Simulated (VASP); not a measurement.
Input of a VASP 6.6.1 run:

Contents of INCAR:

```
SYSTEM = Mo
  PREC = Accurate
  ENCUT = 600
  EDIFF = 1E-6
  ISMEAR = 1
  SIGMA = 0.1
  LREAL = .False.
  LASPH = .True.
  NELM = 120
  ALGO = Normal
  ISIF = 3
  LWAVE = .False.
  LCHARG = .False.
  GGA = PE
  IBRION = 2
  NSW = 80
  EDIFFG = -0.005
  KPAR = 2
```

KPOINTS

```
Automatic mesh
0
Gamma
  19 19 19
  0 0 0
```

Contents of POSCAR:

```
Mo                                      
1.0
   -1.5812263796      1.5812263796      1.5812263796
    1.5812263796     -1.5812263796      1.5812263796
    1.5812263796      1.5812263796     -1.5812263796
  Mo            
     1
Direct
     0.0000000000000000    0.0000000000000000    0.0000000000000000
```

Potentials or basis: VASP PAW PBE potentials, release 64 (Mo_sv).

The run is started by

```console
$ cat potpaw_PBE.64/Mo_sv/POTCAR > POTCAR
$ mpirun -np 2 vasp_std > vasp.out
```

(1) Estimate the band gap on the k mesh.

Results:

(1) none (metal or under the smearing width).

Caveat: the relaxation stopped at its first step, so nothing moved.
